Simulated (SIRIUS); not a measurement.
**MgTe in SIRIUS: convergence with core states**

MgTe:

```
Te Mg
1.0
     0.00000    3.23200    3.23200
     3.23200    0.00000    3.23200
     3.23200    3.23200    0.00000
Te Mg
1 1
Cartesian
  1.6160 1.6160 1.6160
  0.0000 0.0000 0.0000
```

The cell comes from a database or a generator and needn't be the stable form of this composition.

- Program: SIRIUS 7.12.0
- Task: convergence study
- Functional: PBEsol
- Potentials or basis: all-electron FP-LAPW
- Cutoff: 158 eV
- Basis: apw+lo standard
- k mesh: 7 × 7 × 7
- Occupations: fermi-dirac, width 0.05 eV
- Spin: no spin polarisation

These are the settings of the first run; the series varies core states, with any setting tied to it.

Hardware: 1 thread of Intel(R) Xeon(R) 6975P-C (Granite Rapids), with other jobs on the host.

Problem. The values tried are Mg 1s, Te 1s2s2p3s3p3d4s4p, Mg 1s, Te 1s2s2p3s3p3d4s, Mg 1s, Te 1s2s2p3s3p3d, loosest first. From which on does the energy stay within 1 meV/atom of the tightest run that finished?

Solution. From Mg 1s, Te 1s2s2p3s3p3d4s on.

```
               core states  energy less the tightest run, at zero smearing (meV/atom)  SCF cycles  CPU time (s)  peak memory (GiB)
Mg 1s, Te 1s2s2p3s3p3d4s4p                                                    -946.31           7            37               0.49
  Mg 1s, Te 1s2s2p3s3p3d4s                                                       0.38           7            35                0.5
    Mg 1s, Te 1s2s2p3s3p3d                                                       0.00           7            33               0.51
```

The tightest run that finished is the yardstick and may itself not be fully converged.

Caveat, for the tightest run too: total energies shift when a shell moves between core and valence, since the two are treated with different relativity.

The runs don't all hold the same shells in valence.
